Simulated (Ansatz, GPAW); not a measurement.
Given: the input of a run of GPAW 26.7.0 (ASE script) on Bi2Te3 (Tellurobismuthite). Atoms were shifted at random by some hundredths of an Å from the given cell, which wasn't relaxed again for these runs. 

File run.py:

```python
from ase import Atoms
from ase.dft.bandgap import bandgap
from ase.io import write
from ase.units import GPa
from ase.parallel import parprint
from gpaw import GPAW, PW, setup_paths

setup_paths.insert(0, '.')

atoms = Atoms(['Bi', 'Bi', 'Te', 'Te', 'Te'],
              cell=[[2.193, 1.2661291403, 10.1656666667],
                    [-2.193, 1.2661291403, 10.1656666667],
                    [0.0, -2.5322582807, 10.1656666667]],
              scaled_positions=[[0.605392, 0.601964, 0.593439],
                                [0.399525, 0.403823, 0.397033],
                                [0.794695, 0.785157, 0.792554],
                                [0.211657, 0.208557, 0.206124],
                                [0.003643, 0.00338, -0.006164]],
              pbc=True)

calc = GPAW(mode=PW(600),
            xc='PBEsol',
            kpts={'size': (7, 7, 7), 'gamma': True},
            occupations={'name': 'fermi-dirac', 'width': 0.05},
            nbands=39,
            convergence={'density': 1e-05, 'energy': 1e-05},
            maxiter=150,
            txt='gpaw.txt')
atoms.calc = calc
energy = atoms.get_potential_energy()
forces = atoms.get_forces()
stress = atoms.get_stress()
calc.write('gs.gpw')
write('result.traj', atoms)
parprint(f'Energy: {energy:.6f} eV')
parprint('Forces (eV/A):')
parprint(forces.round(4))
parprint('Stress (GPa):', (stress / GPa).round(3))
parprint('Fermi level:', round(calc.get_fermi_level(), 4), 'eV')
parprint(f'Gap: {bandgap(calc)[0]:.4f} eV, direct: {bandgap(calc, direct=True)[0]:.4f} eV')
```

Potentials or basis: PAW data sets generated in the run's folder for this functional, pw.

The run is started by

```console
$ gpaw-setup -f PBEsol Bi Te
$ OMP_NUM_THREADS=1 mpirun -n 4 gpaw python run.py
```

**Question.** Translate it to Ansatz 0.2.0. Potentials or basis there: all-electron LAPW, scalar-relativistic.

**Answer.** As run (cutoffs and basis follow the program's own potentials, and thresholds, step limits or extra output files can differ):

Contents of input.yaml:

```yaml
crystal:
  lattice:
    - [2.193, 1.2661291403, 10.1656666667]
    - [-2.193, 1.2661291403, 10.1656666667]
    - [0.0, -2.5322582807, 10.1656666667]
  atoms:
    - { symbol: Bi, position: [0.605392, 0.601964, 0.593439] }
    - { symbol: Bi, position: [0.399525, 0.403823, 0.397033] }
    - { symbol: Te, position: [0.794695, 0.785157, 0.792554] }
    - { symbol: Te, position: [0.211657, 0.208557, 0.206124] }
    - { symbol: Te, position: [0.003643, 0.00338, -0.006164] }
kpoints:
  mp_grid: { grid: [7, 7, 7] }
scf:
  occupations: { method: fermi_dirac, width: 0.05 }
hamiltonian:
  xc: pbesol
  pseudopotentials: { kind: all_electron, lapw: { basis_error: 0.001 } }
output:
  forces: true
  stress: true
  eigenvalues: true
  populations: true
```

Potentials or basis: all-electron LAPW, scalar-relativistic.

The run is started by

```console
$ ansatz run input.yaml --threads 4 --pin off --max-ram 12288MiB --backend cpu --events-out ev --progress --plain --runs-dir out
```

Both were run:

|  | GPAW | Ansatz |
| --- | --- | --- |
| Pressure | -1.0 GPa | -0.8 GPa |
| Largest force | 0.275 eV/Å | 0.270 eV/Å |

Where Ansatz's input types no cutoff or centring, it takes its own default and a Γ-centred mesh.

Pressure is positive in compression.
